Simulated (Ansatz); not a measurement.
# TiAl: the cost of one run

Program: Ansatz 0.2.0. Level of theory: DFT PBE, scalar-relativistic, plane waves, PAW. These are calculated values, not measurements.

1 further run of the same task is left out (it didn't finish).

### 1 The system as given

It takes space group Pmm2 (No. 25, orthorhombic). Conventional cell: a = 2.776 Å, b = 2.862 Å, c = 4.042 Å, α = 90.00°, β = 90.00°, γ = 90.00°. Ti (site symmetry mm2) has 4 Al at 2.33 Å as nearest neighbours. Al (site symmetry mm2) has 4 Ti at 2.33 Å as nearest neighbours.

As a file:

```cif
data_structure
_symmetry_space_group_name_H-M 'P 1'
_symmetry_Int_Tables_number 1
_cell_length_a 2.7764
_cell_length_b 2.8621
_cell_length_c 4.0418
_cell_angle_alpha 90.000
_cell_angle_beta 90.000
_cell_angle_gamma 90.000
_cell_volume 32.12
loop_
_atom_site_label
_atom_site_type_symbol
_atom_site_fract_x
_atom_site_fract_y
_atom_site_fract_z
_atom_site_occupancy
Ti1 Ti 0.50000 0.50000 0.60083 1
Al1 Al 0.00000 0.00000 0.89917 1
```

The guess is a distorted database cell: TiAl type (P4/mmm) distorted into a subgroup (Pmm2, No. 25).

### 2 Probe: one point on a coarse mesh

input.yaml

```yaml
crystal:
  lattice:
    - [2.77643334, 0.0, 0.0]
    - [0.0, 2.86210457, 0.0]
    - [0.0, 0.0, 4.04177812]
  atoms:
    - { symbol: Ti, position: [0.5, 0.5, 0.60082574] }
    - { symbol: Al, position: [0.0, 0.0, 0.89917426] }
basis:
  ecutwfc: 420
kpoints:
  mp_grid: { grid: [6, 6, 4] }
hamiltonian:
  xc: pbe
scf:
  occupations: { method: gaussian, width: 0.1 }
  lower_state_search: "off"
output:
  forces: true
  stress: true
  eigenvalues: true
```

On the command line:

```sh
$ ansatz run input.yaml --threads 1 --pin off --max-ram 2560MiB --backend cpu --events-out ev --progress --plain --runs-dir out
```

Q: Estimate wall time and peak memory on 1 thread of Intel Xeon Platinum 8488C (Sapphire Rapids), shared host.

About 1.4 s, with a peak of 0.36 GiB.
